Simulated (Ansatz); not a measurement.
Fluorite SrF2 was calculated with G0W0@HSE06 (plane waves, hard PAW, contour deformation; Ansatz, an electronic-structure program).

The cell has the measured lattice parameters. Conventional cell: a = 5.7996 Å, b = 5.7996 Å, c = 5.7996 Å, α = 90.00°, β = 90.00°, γ = 90.00°.

One run with a 6×6×6 mesh, response cutoff 100 eV and 203 empty bands, not extrapolated in mesh or basis; no spin–orbit coupling.

Highest filled and lowest empty level by k point (fractions of the reciprocal vectors of the cell (-2.900 -2.900 0.000) (-2.900 0.000 -2.900) (0.000 -2.900 -2.900) Å; eV from the valence maximum of each method):

| k | HSE06 filled | HSE06 empty | QP filled | QP empty |
|---|---|---|---|---|
| 0 0 0 | -0.10 | 8.99 | -0.12 | 10.87 |
| 0 0 -0.5 | -0.44 | 12.30 | -0.52 | 14.19 |
| 0 0.167 0.167 | -0.08 | 9.85 | ? | ? |
| 0 0.167 -0.5 | -0.28 | 11.19 | -0.33 | 13.42 |
| 0 0.333 0.333 | -0.14 | 10.60 | -0.17 | 12.87 |
| 0 0.333 -0.5 | -0.15 | 10.52 | -0.18 | 12.79 |
| 0 0.333 -0.333 | -0.10 | 10.74 | -0.11 | 12.98 |
| 0 -0.5 -0.5 | 0.00 | 10.28 | ? | ? |

**Question.** Estimate the withheld levels to about 0.1 eV.

**Answer.** 
- 0 0.167 0.167, QP filled: -0.10
- 0 0.167 0.167, QP empty: 11.81
- 0 -0.5 -0.5, QP filled: 0.00
- 0 -0.5 -0.5, QP empty: 12.56

Note: GW on a hybrid start was not checked against another program; cell and atoms aren't relaxed at this level.
